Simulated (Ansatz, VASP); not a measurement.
**V: 3 runs at one level of theory**

The starting cell:

```
V
1.0
    -1.51435    1.51435    1.51435
     1.51435   -1.51435    1.51435
     1.51435    1.51435   -1.51435
V
1
Direct
  0.00000 0.00000 0.00000
```

Alike in all runs: task relaxation of cell and atoms; functional revPBE; dispersion D3(BJ); k mesh 12 × 12 × 12; occupations fermi-dirac, width 0.05 eV; collinear spin, ferromagnetic start; no spin-orbit coupling.

| program and potentials | plane-wave cutoff (eV) | notes | equilibrium volume (Å³/atom) |
| --- | --- | --- | --- |
| Ansatz, Ansatz PAW | 420 | potentials made for PBE, which Ansatz adapts in part | 12.51 |
| VASP, PBE PAW files V_sv, 600 eV | 600 | potentials made for PBE | 12.52 |
| Ansatz, all-electron LAPW, scalar-relativistic | - | - | 12.51 |

The equilibrium volume spans 12.51 (Ansatz, all-electron LAPW, scalar-relativistic) to 12.52 Å³/atom (VASP, PBE PAW files V_sv, 600 eV), with all-electron results at 12.51. Some sets were made for another functional than the one run, which can shift their rows. The state is the one that the start led to, which needn't be the lowest. Relaxations stop with a little pressure left, so the last digit of a volume isn't settled.

The functional is the same throughout but for its coding, so the spread measures potentials, basis and numerics; runs on potential files found faulty are left out.
